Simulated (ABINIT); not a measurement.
An input for ABINIT 10.8.3 (BeTe (F-43m)):

```
acell 3*1.0 Angstrom
rprim 
  -0.000000000000 2.831458787600 2.831458787600
  2.831458787600 0.000000000000 2.831458787600
  2.831458787600 2.831458787600 0.000000000000
ntypat 2
znucl 4 52
natom 2
typat 1 2
xred 
  0.000000000000 0.000000000000 0.000000000000
  0.750000000000 0.750000000000 0.750000000000
pp_dirpath "pseudos"
pseudos "Be.upf, Te.upf"
ecut 49
nspinor 2
ngkpt 4 4 4
nshiftk 1
shiftk 0 0 0
kptopt 1
chksymbreak 0
iscf -2
irdden 1
istwfk *1
nband 224
nbdbuf 20
tolwfr 1e-09
nstep 60
prtvol 0
indata_prefix "in"
outdata_prefix "out"
tmpdata_prefix "tmp"
```

```sh
OMP_NUM_THREADS=1 mpirun -n 8 abinit run.abi > log
```

**Question.** Estimate wall time and host memory on 8 MPI ranks of Arm Neoverse N1, shared host.

It took 4 min; on shared hardware allow 2 min to 7.9 min. Peak host memory was 0.88 GiB.

[Paths, hosts, dates, memory and timing lines, banners, echoed tables and standing remarks are left out of the program output.]

[Logs are printed without paths, hosts, clocks, repeated set-up lines and the standing remarks that a program may print on its own settings, such as how far it seeks lower states.]

[Runs of the session that timed out or met a known fault of the program may be left out.]

[Hosts, paths, dates, database ids (printed as entryN), source tags and the programs' standing remarks are cut or masked in the printed files.]

[G0W0 gaps are taken among the corrected bands and points alone; a level outside them can change the order at an edge.]

[Where Ansatz stands beside ABINIT at settings called matched, ABINIT's density can come from a denser mesh and the files from another edition; pairs whose starting gaps differed by over 0.03 eV were left out, so agreement reads better than it is.]
